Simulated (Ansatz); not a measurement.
# BN: single points about a listed cell

Aim: see how energy, forces, stress and gap of BN answer to moves of single atoms, random distortions, further strains and shifts, swapped elements, distortions that keep the symmetry. Nothing is relaxed unless a step says so.

Method: DFT PBEsol, scalar-relativistic, plane waves, PAW, in Ansatz 0.2.0.

## (1) The system as given

The structure is trigonal, space group R3m (No. 160). The conventional cell has a = 2.502 Å, b = 2.502 Å, c = 10.119 Å, α = 90.00°, β = 90.00°, γ = 120.00°. Around B (site symmetry 3m) lie 3 N at 1.44 Å. N (site symmetry 3m) has 3 B at 1.44 Å as nearest neighbours.

As a file:

```cif
data_structure
_symmetry_space_group_name_H-M 'P 1'
_symmetry_Int_Tables_number 1
_cell_length_a 3.6693
_cell_length_b 3.6693
_cell_length_c 3.6693
_cell_angle_alpha 39.872
_cell_angle_beta 39.872
_cell_angle_gamma 39.872
_cell_volume 18.29
loop_
_atom_site_label
_atom_site_type_symbol
_atom_site_fract_x
_atom_site_fract_y
_atom_site_fract_z
_atom_site_occupancy
B1 B 0.99967 0.99967 0.99967 1
N1 N 0.33276 0.33276 0.33276 1
```

The structure comes from the Materials Project (structure only).

## (2) One atom moved

Against the listed cell: atom 2 (N) moved by 0.37 Å.

Input file input.yaml:

```yaml
crystal:
  lattice:
    - [1.2511217832, 0.7223354983, 3.3729344033]
    - [-1.2511217832, 0.7223354983, 3.3729344033]
    - [0.0, -1.4446709967, 3.3729344033]
  atoms:
    - { symbol: B, position: [0.9996712, 0.9996712, 0.9996712] }
    - { symbol: "N", position: [0.3252642416, 0.1782521741, 0.443075124] }
basis:
  ecutwfc: 420
kpoints:
  mp_grid: { grid: [12, 12, 12] }
hamiltonian:
  xc: pbesol
scf:
  occupations: { method: gaussian, width: 0.02 }
output:
  forces: true
  stress: true
  eigenvalues: true
  populations: true
```

On the command line:

```console
> ansatz run input.yaml --threads 1 --pin off --max-ram 1331MiB --backend cpu --events-out ev --progress --plain --runs-dir out
```

## (3) One atom moved

input.yaml: that of step 2 with these lines changed.

```diff
@@ -6,4 +6,4 @@
   atoms:
-    - { symbol: B, position: [0.9996712, 0.9996712, 0.9996712] }
-    - { symbol: "N", position: [0.3252642416, 0.1782521741, 0.443075124] }
+    - { symbol: B, position: [1.0342811563, 1.0342811563, 0.9304512875] }
+    - { symbol: "N", position: [0.3327618, 0.3327618, 0.3327618] }
 basis:
@@ -20,2 +20 @@
   eigenvalues: true
-  populations: true
```

## (4) A change within the space group

Input file input.yaml:

```yaml
crystal:
  lattice:
    - [1.2573899033, 0.7259543991, 3.4910208368]
    - [-1.2573899033, 0.7259543991, 3.4910208368]
    - [0.0, -1.4519087984, 3.4910208368]
  atoms:
    - { symbol: B, position: [1.005600755, 1.005600755, 1.005600755] }
    - { symbol: "N", position: [0.326832245, 0.326832245, 0.326832245] }
basis:
  ecutwfc: 420
kpoints:
  mp_grid: { grid: [12, 12, 12] }
hamiltonian:
  xc: pbesol
scf:
  occupations: { method: gaussian, width: 0.02 }
output:
  forces: true
  stress: true
  eigenvalues: true
```

## (5) A random distortion, cell strained

Input file input.yaml:

```yaml
crystal:
  lattice:
    - [1.2984184186, 0.7533961202, 3.52902863]
    - [-1.3204046756, 0.7408849024, 3.5398633446]
    - [-0.0218281609, -1.5181613983, 3.5395601226]
  atoms:
    - { symbol: B, position: [1.0030201504, 0.9679476255, 1.0404860304] }
    - { symbol: "N", position: [0.3294128496, 0.3644853745, 0.2919469696] }
basis:
  ecutwfc: 420
kpoints:
  mp_grid: { grid: [12, 12, 12] }
hamiltonian:
  xc: pbesol
scf:
  occupations: { method: gaussian, width: 0.02 }
output:
  forces: true
  stress: true
  eigenvalues: true
```

## (6) A change within a subgroup

Input file input.yaml:

```yaml
crystal:
  lattice:
    - [1.2585050873, 0.6655713471, 3.3135879225]
    - [-1.1089676406, 0.6402486422, 3.2635430512]
    - [0.0528386176, -1.4226921664, 3.3135944119]
  atoms:
    - { symbol: B, position: [0.9933735804, 1.0496416106, 0.9933735804] }
    - { symbol: "N", position: [0.3390594196, 0.2827913894, 0.3390594196] }
basis:
  ecutwfc: 420
kpoints:
  mp_grid: { grid: [12, 12, 12] }
hamiltonian:
  xc: pbesol
scf:
  occupations: { method: gaussian, width: 0.02 }
output:
  forces: true
  stress: true
  eigenvalues: true
```

## (7) One element swapped, cell strained: B → Al, first probe

Input file input.yaml:

```yaml
crystal:
  lattice:
    - [1.4045547416, 0.8109200582, 3.7865786313]
    - [-1.4045547416, 0.8109200582, 3.7865786313]
    - [0.0, -1.6218401164, 3.7865786313]
  atoms:
    - { symbol: Al, position: [0.9996712, 0.9996712, 0.9996712] }
    - { symbol: "N", position: [0.3327618, 0.3327618, 0.3327618] }
basis:
  ecutwfc: 420
kpoints:
  mp_grid: { grid: [9, 9, 9] }
hamiltonian:
  xc: pbesol
scf:
  occupations: { method: gaussian, width: 0.1 }
output:
  forces: true
  stress: true
  eigenvalues: true
```

## (8) One element swapped, cell strained: B → Al

input.yaml: that of step 7 with these lines changed.

```diff
@@ -15,3 +15,3 @@
 scf:
-  occupations: { method: gaussian, width: 0.1 }
+  occupations: { method: gaussian, width: 0.02 }
 output:
@@ -20 +20,2 @@
   eigenvalues: true
+  populations: true
```

## (9) Random moves and strain, cell strained

Input file input.yaml:

```yaml
crystal:
  lattice:
    - [1.2952650779, 0.7405704406, 3.4864944085]
    - [-1.3029645517, 0.7418716073, 3.4890717194]
    - [-0.0027228935, -1.4881085778, 3.4889965876]
  atoms:
    - { symbol: B, position: [1.0198747379, 1.0034814496, 0.9893754379] }
    - { symbol: "N", position: [0.3125582621, 0.3289515504, 0.3430575621] }
basis:
  ecutwfc: 420
kpoints:
  mp_grid: { grid: [12, 12, 12] }
hamiltonian:
  xc: pbesol
scf:
  occupations: { method: gaussian, width: 0.02 }
output:
  forces: true
  stress: true
  eigenvalues: true
  populations: true
```

**Question.** What will these runs give? Wanted: for each run, case; energy; pressure; largest force.

**Answer**, as computed:

| step | case | energy (meV/atom) | pressure (GPa) | largest force (eV/Å) | gap on the mesh (eV) |
| --- | --- | --- | --- | --- | --- |
| 2 | one atom moved | +0.0 | 36.5 | 14.81 | 1.04 |
| 3 | one atom moved | -862.4 | 10.8 | 8.01 | 2.92 |
| 4 | a change within the space group | -1087.9 | -3.9 | 1.62 | 4.31 |
| 5 | a random distortion, cell strained | -746.4 | -15.4 | 5.75 | 2.72 |
| 6 | a change within a subgroup | -602.9 | 43.4 | 5.98 | 2.43 |
| 8 | one element swapped, cell strained: B → Al | n/a | 61.7 | 0.05 | 2.66 |
| 9 | random moves and strain, cell strained | -998.4 | -17.6 | 2.79 | 3.69 |

Energies are counted from step 2, with the smearing taken to zero. Other atoms or functionals have another zero of energy (n/a). 

What this shows: Among the distorted cells of the listed formula and level the largest force, 14.81 eV/Å, comes in step 2, shared by 2 atoms. Among the distorted cells of the listed formula and level the gap runs from 1.04 eV to 4.31 eV.

These are semilocal Kohn-Sham gaps, which aren't the measured quantity. Such gaps usually fall short of the measured ones.
